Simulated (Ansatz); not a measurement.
## Every step of a relaxation of La (sc type)

DFT, PBE, PAW with Ansatz's default frozen-core files, scalar-relativistic (Ansatz 0.2.0); a Γ-centred 13×13×13 k mesh, Fermi–Dirac smearing of 0.1 eV, no spin polarisation. The run relaxes cell and atoms at a target pressure of 15 GPa.

Command: `ansatz run input.yaml --threads 1 --pin off --max-ram 3584MiB --backend cpu --events-out ev --progress --plain --runs-dir out` It took 8 s on 1 thread of Arm Neoverse V2 (shared host), peak memory 0.32 GiB.

PAW: frozen-core files, cutoff 420 eV; forces are relaxed below 0.005 eV/Å.

Each step lists its enthalpy F + pV a cell above the last geometry, the pressure, the cell vectors (Å), and Cartesian positions (Å) with forces (eV/Å).

The first step:

```
step 1  dH = 8.36 meV  P = 12.45 GPa
  cell 3.0105 0.0000 0.0000  0.0000 3.0105 0.0000  0.0000 0.0000 3.0105
  La 0.0000 0.0000 0.0000   0.0000 0.0000 0.0000
```

Spin–orbit coupling is left out, which matters for the heavy atoms.

The symmetry of the start is kept and no stability test is made, so the end need not be the stable phase.

Task: Where does the relaxation end, and by which steps?

Result: After 4 geometries, with conventional a, b, c = 2.972, 2.972, 2.972 Å, at 26.261 Å³/atom (-3.75 % against the start) in space group Pm-3m, with a shortest distance of 2.972 Å. The further steps:
```
step 2  dH = 4.07 meV  P = 16.92 GPa
  cell 2.9458 0.0000 0.0000  0.0000 2.9458 0.0000  0.0000 0.0000 2.9458
  La 0.0000 0.0000 0.0000   0.0000 0.0000 0.0000
step 3  dH = 0.00 meV  P = 14.96 GPa
  cell 2.9729 0.0000 0.0000  0.0000 2.9729 0.0000  0.0000 0.0000 2.9729
  La 0.0000 0.0000 0.0000   0.0000 0.0000 0.0000
step 4  dH = 0.00 meV  P = 15.00 GPa
  cell 2.9724 0.0000 0.0000  0.0000 2.9724 0.0000  0.0000 0.0000 2.9724
  La 0.0000 0.0000 0.0000   0.0000 0.0000 0.0000
step 5  dH = 0.07 meV  P = 15.00 GPa  (same geometry on a basis chosen anew; earlier energies don't compare to the last digit)
  cell 2.9724 0.0000 0.0000  0.0000 2.9724 0.0000  0.0000 0.0000 2.9724
  La 0.0000 0.0000 0.0000   0.0000 0.0000 0.0000
```
